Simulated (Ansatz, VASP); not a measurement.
## Two plane-wave programs on Ge

```xyz
4
Lattice="1.5958 -5.1308 0.0000 1.5958 5.1308 0.0000 0.0000 0.0000 4.5735" Properties=species:S:1:pos:R:3 pbc="T T T"
Ge    1.5958    3.7471    4.5728
Ge    1.5958   -1.3837    2.2875
Ge    1.5958   -3.7471    0.0008
Ge    1.5958    1.3837    2.2860
```

Alike in both runs: functional PBEsol; k mesh 6 × 6 × 4; occupations gaussian, width 0.1 eV; no spin polarisation.

Ansatz relaxed the structure, and its values are those at the end. VASP's run is a single point on that final structure, the one shown.

|  | VASP | Ansatz |
| --- | --- | --- |
| version | VASP 6.6.1 | Ansatz 0.2.0 |
| potentials or method | VASP PAW PBE potentials, release 64 (Ge_d) | scalar-relativistic, plane waves, PAW |
| plane-wave cutoff (eV) | 520 | 420 |
| valence electrons in the cell | 56 | 56 |

Ansatz gave:

```
gap on the k mesh at the Fermi level (eV) : none
pressure (GPa)                            : 0.1
rms of the force components (eV/Å)        : 0.011
```

Problem. What did VASP give for the same quantities?

Solution. gap on the k mesh at the Fermi level (eV): none; pressure (GPa): 0.0; rms of the force components (eV/Å): 0.013.

A gap of «none» marks a metal or a gap that the smearing closes.

Caveats: the PAW data sets were made with another functional, which shifts forces and pressure a little (VASP).
